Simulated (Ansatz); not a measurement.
Here is an Ansatz 0.2.0 calculation.

File input:

```
crystal:
  lattice:
    - [3.48, 0.0, 0.0]
    - [-1.74, 3.0137684052, 0.0]
    - [0.0, 0.0, 5.59]
  atoms:
    - { symbol: Pb, position: [0.6666666667, 0.3333333333, 0.75] }
    - { symbol: Pb, position: [0.3333333333, 0.6666666667, 0.25] }
hamiltonian:
  xc: b3lyp
  pseudopotentials: { kind: paw }
kpoints:
  mp_grid: { grid: [5, 5, 3] }
scf:
  occupations: { method: fermi_dirac, width: 0.05 }
output:
  forces: true
  stress: true
  eigenvalues: true
```

Q: What does it give for the band gap on the k mesh?

A: None (metal or under the smearing width).

Q: Predict the pressure.

A: 6.8 GPa.

Caveat: the k mesh is coarse (spacing up to 0.42 Å⁻¹), so the values aren't converged, least of all with exact exchange; the PAW data sets come from PBE, with cores solved anew for the run's functional, which leaves a small shift of forces and pressure; the thresholds are loose for stress. Spin-orbit coupling is left out, which matters for the levels of Pb.
